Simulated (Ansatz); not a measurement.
SiO2: Quadrupolar parameters

The cell is a computed structure from the Materials Project (it need not be an observed phase).

Space group P4_32_12 (No. 96); a = 4.9756, c = 6.9009 Å.

```csv
site,Wyckoff,site symmetry,x,y,z
Si,4a,..2,0.1968,0.1968,0.0000
O,8b,1,0.6104,0.7382,0.6820
```

One atom of each set is listed.

All values are calculated (Ansatz; DFT, PBE, plane waves and PAW (field gradients read without the response of the frozen cores, which leaves them typically 4 to 6 % off), scalar-relativistic, 420 eV cutoff, Γ-centred 5×5×4 k-points, Fermi–Dirac smearing 0.02 eV), not measured.

V_zz is the principal component of the electric field gradient with the largest magnitude, η = (V_xx − V_yy)/V_zz and C_Q = eQV_zz/h.

17O: I = 5/2, Q = -25.58 mb. Quadrupole moments are those of Pyykkö's year-2017 table.

Question: What field gradients does the calculation give at each kind of site?

Answer: 

```tsv
site	atoms	first shell	V_zz (10²¹ V/m²)	η	C_Q (MHz)
Si	4	4 O at 1.61 Å	-0.37	0.95	–
O	8	2 Si at 1.61 Å, angle 145°	9.55	0.17	-5.91
```

At O V_zz runs parallel to the line that joins its two neighbours (within 1°).

Si has no stable isotope with a ground-state quadrupole moment in the table, so no C_Q is given.

At this cell the principal stresses reach 5 GPa in size with PBE, which can matter for small gradients. The largest force is 0.3 eV/Å, so the atoms aren't at the calculated equilibrium and relaxing them would move these values. Where η is near 1 the sign of V_zz means little.

The run took 8.2 s of wall time (8.1 s of CPU time) and 0.45 GiB at its peak, on 1 thread of AMD EPYC 9R14 (Zen 4) (x86_64; 16 cores open to the job, memory cap 3.0 GiB, no GPU), a shared host with a load of 0.2 a core.
